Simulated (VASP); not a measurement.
# C (Fd-3m) in VASP: notebook

One crystal, C, is run at these levels: LDA; tasks: single point.

Everything below comes from runs of VASP 6.6.1. Logs are shortened: lines on timing, memory, paths and dates and some standing lists are left out, and cuts for length are marked.

## 1. The undisturbed crystal

Symmetry: Fd-3m, No. 227, cubic system. Conventional cell: a = 3.567 Å, b = 3.567 Å, c = 3.567 Å, α = 90.00°, β = 90.00°, γ = 90.00°. Around C (site symmetry -43m) lie 4 C at 1.54 Å.

This isn't the form of C at room conditions, which is graphite.

## 2. Single point, LDA (grid = ENCUT=400 dk=1.6 cell=3x3x3 ISMEAR=0 SIGMA=0.05 LREAL=Auto EDIFF=1e-06)

File INCAR:

```
SYSTEM = C
  ALGO = Fast
  EDIFF = 1E-6
  ENCUT = 400
  GGA = CA
  ISIF = 2
  ISMEAR = 0
  KPAR = 1
  LASPH = .True.
  LCHARG = .False.
  LREAL = Auto
  LWAVE = .False.
  NBANDS = 126
  NCORE = 2
  NELM = 120
  PREC = Accurate
  SIGMA = 0.05
```

File KPOINTS:

```
k-points
0
Gamma
  1 1 1
  0 0 0
```

File POSCAR:

```
C
1.0
    0.0000000000      5.3501100000      5.3501100000
    5.3501100000      0.0000000000      5.3501100000
    5.3501100000      5.3501100000      0.0000000000
C
54
Direct
    0.2500000000      0.2500000000      0.2500000000
    0.2500000000      0.2500000000      0.5833333333
    0.2500000000      0.2500000000      0.9166666667
    0.2500000000      0.5833333333      0.2500000000
    0.2500000000      0.5833333333      0.5833333333
    0.2500000000      0.5833333333      0.9166666667
    0.2500000000      0.9166666667      0.2500000000
    0.2500000000      0.9166666667      0.5833333333
    0.2500000000      0.9166666667      0.9166666667
    0.5833333333      0.2500000000      0.2500000000
    0.5833333333      0.2500000000      0.5833333333
    0.5833333333      0.2500000000      0.9166666667
    0.5833333333      0.5833333333      0.2500000000
    0.5833333333      0.5833333333      0.5833333333
    0.5833333333      0.5833333333      0.9166666667
    0.5833333333      0.9166666667      0.2500000000
    0.5833333333      0.9166666667      0.5833333333
    0.5833333333      0.9166666667      0.9166666667
    0.9166666667      0.2500000000      0.2500000000
    0.9166666667      0.2500000000      0.5833333333
    0.9166666667      0.2500000000      0.9166666667
    0.9166666667      0.5833333333      0.2500000000
    0.9166666667      0.5833333333      0.5833333333
    0.9166666667      0.5833333333      0.9166666667
    0.9166666667      0.9166666667      0.2500000000
    0.9166666667      0.9166666667      0.5833333333
    0.9166666667      0.9166666667      0.9166666667
    0.1666666667      0.1666666667      0.1666666667
    0.1666666667      0.1666666667      0.5000000000
    0.1666666667      0.1666666667      0.8333333333
    0.1666666667      0.5000000000      0.1666666667
    0.1666666667      0.5000000000      0.5000000000
    0.1666666667      0.5000000000      0.8333333333
    0.1666666667      0.8333333333      0.1666666667
    0.1666666667      0.8333333333      0.5000000000
    0.1666666667      0.8333333333      0.8333333333
    0.5000000000      0.1666666667      0.1666666667
    0.5000000000      0.1666666667      0.5000000000
    0.5000000000      0.1666666667      0.8333333333
    0.5000000000      0.5000000000      0.1666666667
    0.5000000000      0.5000000000      0.5000000000
    0.5000000000      0.5000000000      0.8333333333
    0.5000000000      0.8333333333      0.1666666667
    0.5000000000      0.8333333333      0.5000000000
    0.5000000000      0.8333333333      0.8333333333
    0.8333333333      0.1666666667      0.1666666667
    0.8333333333      0.1666666667      0.5000000000
    0.8333333333      0.1666666667      0.8333333333
    0.8333333333      0.5000000000      0.1666666667
    0.8333333333      0.5000000000      0.5000000000
    0.8333333333      0.5000000000      0.8333333333
    0.8333333333      0.8333333333      0.1666666667
    0.8333333333      0.8333333333      0.5000000000
    0.8333333333      0.8333333333      0.8333333333
```

Potentials or basis: VASP PAW LDA potentials, release 64 (C).

On the command line:

```bash
$ cat potpaw_LDA.64/C/POTCAR > POTCAR
$ mpirun -np 4 vasp_std > vasp.out
```

OUTCAR:

```text
SYSTEM = C
   EDIFF = 1E-6
   ENCUT = 400
   GGA = CA
   ISIF = 2
   ISMEAR = 0
   LASPH = .True.
   LREAL = Auto
   NELM = 120
   PREC = Accurate

 Found      1 irreducible k-points:

 Following reciprocal coordinates:
            Coordinates               Weight
  0.000000  0.000000  0.000000      1.000000
   k-points           NKPTS =      1   k-points in BZ     NKDIM =      1   number of bands    NBANDS=    126
   number of dos      NEDOS =    301   number of ions     NIONS =     54
   total plane-waves  NPLWV = 125000
   dimension x,y,z NGX =    50 NGY =   50 NGZ =   50
   dimension x,y,z NGXF=   100 NGYF=  100 NGZF=  100
   ions per type =              54
   NGX,Y,Z   is equivalent  to a cutoff of  10.99, 10.99, 10.99 a.u.
   NGXF,Y,Z  is equivalent  to a cutoff of  21.97, 21.97, 21.97 a.u.
 SYSTEM =  C
   PREC   = accura    normal or accurate (medium, high low for compatibility)
   ISTART =      0    job   : 0-new  1-cont  2-samecut
   ICHARG =      2    charge: 1-file 2-atom 10-const
   ISPIN  =      1    spin polarized calculation?
   LNONCOLLINEAR =      F non collinear calculations
   LSORBIT =      F    spin-orbit coupling
   LASPH  =      T    aspherical Exc in radial PAW
   ENCUT  =  400.0 eV  29.40 Ry    5.42 a.u.  12.34 12.34 12.34*2*pi/ulx,y,z
   NELM   =    120;   NELMIN=  2; NELMDL= -5     # of ELM steps
   EDIFF  = 0.1E-05   stopping-criterion for ELM
   LREAL  =      T    real-space projection
   EDIFFG = 0.1E-04   stopping-criterion for IOM
   NSW    =      0    number of steps for IOM
   IBRION =     -1    ionic relax: 0-MD 1-quasi-New 2-CG
   NFREE  =      0    steps in history (QN), initial steepest desc. (CG)
   ISIF   =      2    stress and relaxation
   ISYM   =      2    0-nonsym 1-usesym 2-fastsym
   POTIM  = 0.5000    time-step for ionic-motion
   TEBEG  =    0.0;   TEEND  =   0.0 temperature during run
   PSTRESS=    0.0 pullay stress
   NELECT =     216.0000    total number of electrons
   NUPDOWN=      -1.0000    fix difference up-down
   EMIN   =  10.00;   EMAX   =-10.00  energy-range for DOS
   EFERMI =   0.00;   METHOD = LEGACY
   ISMEAR =     0;   SIGMA  =   0.05  broadening in eV -4-tet -1-fermi 0-gaus
   EFERMI_NEDOS =   21; number of points for ismear=-14 and -15
   IALGO  =     68    algorithm
   IMIX   =      4    mixing-type and parameters
     AMIX     =   0.40;   BMIX     =  1.00
     AMIX_MAG =   1.60;   BMIX_MAG =  1.00
  volume/ion in A,a.u.               =       5.67        38.28
  Fermi-wavevector in a.u.,A,eV,Ry     =   1.457203  2.753714 28.891161  2.123440
  Thomas-Fermi vector in A             =   2.574032
   LORBIT       =      0    0 simple, 1 ext, 2 COOP (PROOUT), +10 PAW based schemes
   GGA     = CA    functional components
   LHFCALC =     F    Hartree Fock is set to
   AEXX    =    0.0000 exact exchange contribution
   IVDW    =     0    specifies the selected vdW correction
   LEPSILON=     F    determine dielectric tensor
   LRPA    =     F    only Hartree local field effects (RPA)
 non-spin polarized calculation
 RMM-DIIS sequential band-by-band and
 Gauss-broadening in eV      SIGMA  =   0.05
  energy-cutoff  :      400.00
  volume of cell :      306.28
 maximum number of plane-waves:      5601
 NGX is ok and might be reduce to    50
   NGX = 25   NGY = 25   NGZ = 25

 number of electron     216.0000000 magnetization

 Free energy of the ion-electron system (eV)
  ---------------------------------------------------
  ext. energy  EPLUGINS =         0.00000000
  ---------------------------------------------------
  free energy    TOTEN  =      -531.10201255 eV

  energy without entropy =     -531.10201255  energy(sigma->0) =     -531.10201255

 E-fermi :  10.1599     XC(G=0): -13.4750

 val. band max:        9.8486414779   @ k =   0.0000   0.0000   0.0000
 cond. band min:      13.8982596476   @ k =   0.0000   0.0000   0.0000
 fundamental gap:      4.0496181696
 Fermi energy:        10.1598565158

 k-point     1 :       0.0000    0.0000    0.0000
  band No.  band energies     occupation
      1     -11.5436      2.00000
      2      -8.5204      2.00000
      3      -8.5204      2.00000
      4      -8.5204      2.00000
      5      -8.5204      2.00000
      6      -8.5204      2.00000
[... 112 lines left out ...]
    119      16.0528      0.00000
    120      16.0528      0.00000
 [bands above 120 left out]

------------------------ aborting loop because EDIFF is reached ----------------------------------------

  FORCE on cell =-STRESS in cart. coord.  units (eV):
  Direction    XX          YY          ZZ          XY          YZ          ZX
  --------------------------------------------------------------------------------------
  -------------------------------------------------------------------------------------
  Total      -20.7016124    -20.7016124    -20.7016124      0.0000000      0.0000000     -0.0000000
  in kB     -108.2920628   -108.2920628   -108.2920628      0.0000000      0.0000000     -0.0000000
  external PRESSURE =    -108.2920628 kB  Pullay stress =       0.0000000 kB

 VOLUME and BASIS-vectors are now :
 -----------------------------------------------------------------------------
  energy-cutoff  :      400.00
  volume of cell :      306.28
      direct lattice vectors                 reciprocal lattice vectors
     0.000000000  5.350110000  5.350110000    -0.093456022  0.093456022  0.093456022
     5.350110000  0.000000000  5.350110000     0.093456022 -0.093456022  0.093456022
     5.350110000  5.350110000  0.000000000     0.093456022  0.093456022 -0.093456022

 POSITION                                       TOTAL-FORCE (eV/Angst)
 -----------------------------------------------------------------------------------
      2.67505      2.67505      2.67505        -0.000000     -0.000000     -0.000000
      4.45842      4.45842      2.67505        -0.000000     -0.000000     -0.000000
      6.24180      6.24180      2.67505        -0.000000     -0.000000     -0.000000
      4.45842      2.67505      4.45842        -0.000000     -0.000000     -0.000000
      6.24179      4.45842      4.45842        -0.000000     -0.000000     -0.000000
      8.02516      6.24180      4.45842        -0.000000     -0.000000     -0.000000
[... 46 lines left out ...]
      7.13348      7.13348      8.91685         0.000000      0.000000      0.000000
      8.91685      8.91685      8.91685         0.000000      0.000000      0.000000
 -----------------------------------------------------------------------------------
    total drift:                                0.000002      0.000002      0.000003

  FREE ENERGIE OF THE ION-ELECTRON SYSTEM (eV)
  ---------------------------------------------------
  free  energy   TOTEN  =      -531.1020125502 eV

  energy  without entropy=     -531.1020125502  energy(sigma->0) =     -531.10201255
```

Wall time 14 s (4 MPI ranks of Intel Xeon Platinum 8488C (Sapphire Rapids), shared host); peak memory 0.17 GiB.

These settings aren't checked as converged: the numbers below hold their error.

Results:

| Quantity | Value |
| --- | --- |
| Free energy | -531.1020 eV |
| Band gap on the k mesh | 4.05 eV |

Caveat: the k mesh is coarse (spacing up to 1.02 Å⁻¹), so the values aren't converged; the cutoff is under 1.25 times the usual one of these potentials, so pressure, stress and relaxed cells hold a basis-set (Pulay) error; an odd mesh through Γ misses points on the zone boundary, where band edges often lie.

## 3. Single point, LDA (grid = ENCUT=400 dk=0.45 cell=3x3x3 ISMEAR=0 SIGMA=0.05 LREAL=Auto EDIFF=1e-06)

File INCAR:

```
PREC = Accurate ; ENCUT = 400
EDIFF = 1E-6 ; ISMEAR = 0
SIGMA = 0.05 ; LREAL = Auto
LASPH = T ; NELM = 120
ALGO = Fast ; ISIF = 2
LWAVE = F ; LCHARG = F
GGA = CA ; NBANDS = 126
NCORE = 1 ; KPAR = 2
```

File KPOINTS:

```
Automatic mesh
0
Gamma
  3 3 3
```

POSCAR is that of step 2.

Potentials or basis: VASP PAW LDA potentials, release 64 (C).

On the command line:

```bash
$ cat potpaw_LDA.64/C/POTCAR > POTCAR
$ mpirun -np 4 vasp_std > vasp.out
```

OUTCAR:

```text
PREC = Accurate
   ENCUT = 400
   EDIFF = 1E-6
   ISMEAR = 0
   LREAL = Auto
   LASPH = T
   NELM = 120
   ISIF = 2
   GGA = CA

 Found      4 irreducible k-points:

 Following reciprocal coordinates:
            Coordinates               Weight
  0.000000  0.000000  0.000000      1.000000
  0.333333  0.000000  0.000000      8.000000
  0.333333  0.333333  0.000000      6.000000
 -0.333333  0.333333  0.000000     12.000000
   k-points           NKPTS =      4   k-points in BZ     NKDIM =      4   number of bands    NBANDS=    126
   number of dos      NEDOS =    301   number of ions     NIONS =     54
   total plane-waves  NPLWV = 125000
   dimension x,y,z NGX =    50 NGY =   50 NGZ =   50
   dimension x,y,z NGXF=   100 NGYF=  100 NGZF=  100
   ions per type =              54
   NGX,Y,Z   is equivalent  to a cutoff of  10.99, 10.99, 10.99 a.u.
   NGXF,Y,Z  is equivalent  to a cutoff of  21.97, 21.97, 21.97 a.u.
 SYSTEM =  unknown system
   PREC   = accura    normal or accurate (medium, high low for compatibility)
   ISTART =      0    job   : 0-new  1-cont  2-samecut
   ICHARG =      2    charge: 1-file 2-atom 10-const
[... 65 lines left out ...]
  band No.  band energies     occupation
      1     -11.5984      2.00000
      2      -8.5806      2.00000
      3      -8.5806      2.00000
      4      -8.5806      2.00000
      5      -8.5806      2.00000
      6      -8.5806      2.00000
[... 481 lines left out ...]
    119      16.2002      0.00000
    120      16.7557      0.00000
 [bands above 120 left out]

------------------------ aborting loop because EDIFF is reached ----------------------------------------

  FORCE on cell =-STRESS in cart. coord.  units (eV):
  Direction    XX          YY          ZZ          XY          YZ          ZX
  --------------------------------------------------------------------------------------
  -------------------------------------------------------------------------------------
  Total      -29.6304102    -29.6304102    -29.6304102     -0.0000000      0.0000000     -0.0000000
  in kB     -154.9994357   -154.9994357   -154.9994357     -0.0000000      0.0000000     -0.0000000
  external PRESSURE =    -154.9994357 kB  Pullay stress =       0.0000000 kB

 VOLUME and BASIS-vectors are now :
 -----------------------------------------------------------------------------
  energy-cutoff  :      400.00
  volume of cell :      306.28
      direct lattice vectors                 reciprocal lattice vectors
     0.000000000  5.350110000  5.350110000    -0.093456022  0.093456022  0.093456022
     5.350110000  0.000000000  5.350110000     0.093456022 -0.093456022  0.093456022
     5.350110000  5.350110000  0.000000000     0.093456022  0.093456022 -0.093456022

 POSITION                                       TOTAL-FORCE (eV/Angst)
 -----------------------------------------------------------------------------------
      2.67505      2.67505      2.67505         0.000000      0.000000     -0.000000
      4.45842      4.45842      2.67505         0.000000     -0.000000     -0.000000
      6.24180      6.24180      2.67505        -0.000000      0.000000      0.000000
      4.45842      2.67505      4.45842         0.000000     -0.000000     -0.000000
      6.24179      4.45842      4.45842         0.000000      0.000000     -0.000000
      8.02516      6.24180      4.45842         0.000000     -0.000000     -0.000000
[... 46 lines left out ...]
      7.13348      7.13348      8.91685        -0.000000     -0.000000     -0.000000
      8.91685      8.91685      8.91685        -0.000000     -0.000000      0.000000
 -----------------------------------------------------------------------------------
    total drift:                                0.000002      0.000002      0.000003

  FREE ENERGIE OF THE ION-ELECTRON SYSTEM (eV)
  ---------------------------------------------------
  free  energy   TOTEN  =      -546.6690290960 eV

  energy  without entropy=     -546.6690290960  energy(sigma->0) =     -546.66902910
```

OSZICAR:

```text
N       E                     dE             d eps       ncg     rms          rms(c)
DAV:   1     0.616470536379E+03    0.61647E+03   -0.10042E+05  1008   0.137E+03
DAV:   2    -0.519516138015E+03   -0.11360E+04   -0.11110E+04  1256   0.286E+02
DAV:   3    -0.567077945609E+03   -0.47562E+02   -0.47338E+02  1176   0.621E+01
DAV:   4    -0.568039245279E+03   -0.96130E+00   -0.95855E+00  1208   0.927E+00
DAV:   5    -0.568063387996E+03   -0.24143E-01   -0.24118E-01  1178   0.139E+00    0.298E+01
RMM:   6    -0.552165813271E+03    0.15898E+02   -0.11158E+01  1036   0.894E+00    0.175E+01
RMM:   7    -0.546594379856E+03    0.55714E+01   -0.18810E+01  1083   0.119E+01    0.354E+00
RMM:   8    -0.546665472853E+03   -0.71093E-01   -0.12213E+00  1099   0.362E+00    0.103E+00
RMM:   9    -0.546664570323E+03    0.90253E-03   -0.35845E-01  1152   0.162E+00    0.340E-01
RMM:  10    -0.546667691802E+03   -0.31215E-02   -0.58599E-02  1138   0.704E-01    0.172E-01
RMM:  11    -0.546668708668E+03   -0.10169E-02   -0.21536E-02  1183   0.348E-01    0.352E-02
RMM:  12    -0.546668933055E+03   -0.22439E-03   -0.26093E-03  1182   0.145E-01    0.156E-02
RMM:  13    -0.546669011896E+03   -0.78841E-04   -0.75503E-04  1153   0.657E-02    0.136E-02
RMM:  14    -0.546669025165E+03   -0.13269E-04   -0.14367E-04  1164   0.300E-02    0.426E-03
RMM:  15    -0.546669028461E+03   -0.32956E-05   -0.36750E-05  1007   0.134E-02    0.143E-03
RMM:  16    -0.546669029096E+03   -0.63525E-06   -0.67236E-06   847   0.617E-03
   1 F= -.54666903E+03 E0= -.54666903E+03  d E =-.566618E-14
```

stdout:

```text
POSCAR found type information on POSCAR C
 POSCAR found :  1 types and      54 ions
 scaLAPACK will be used
 LDA part: xc-table for (Slater(with rela. corr.)+CA(PZ))
 , standard interpolation
 POSCAR, INCAR and KPOINTS ok, starting setup
 FFT: planning ... GRIDC
 FFT: planning ... GRID_SOFT
 FFT: planning ... GRID
 WAVECAR not read
 entering main loop
```

Wall time 54 s (4 MPI ranks of Intel Xeon Platinum 8488C (Sapphire Rapids), shared host); peak memory 0.24 GiB.

The run converged, but some of its settings lie outside the range that counts as converged, so its numbers aren't taken as properties of the crystal.

Results:

```
Free energy            : -546.6690 eV
Band gap on the k mesh : 4.11 eV
```

Caveat: the cutoff is under 1.25 times the usual one of these potentials, so pressure, stress and relaxed cells hold a basis-set (Pulay) error; an odd mesh through Γ misses points on the zone boundary, where band edges often lie.

## 4. For comparison

An earlier run on the cell as given: functional PBE; potentials or basis VASP PAW PBE potentials, release 64 (C); cutoff 520 eV; k mesh 13 × 13 × 13; occupations fermi-dirac, width 0.05 eV; no spin polarisation.

- Pressure: 2.5 GPa
- Band gap on the k mesh: 4.14 eV, indirect (least direct gap 5.59 eV)
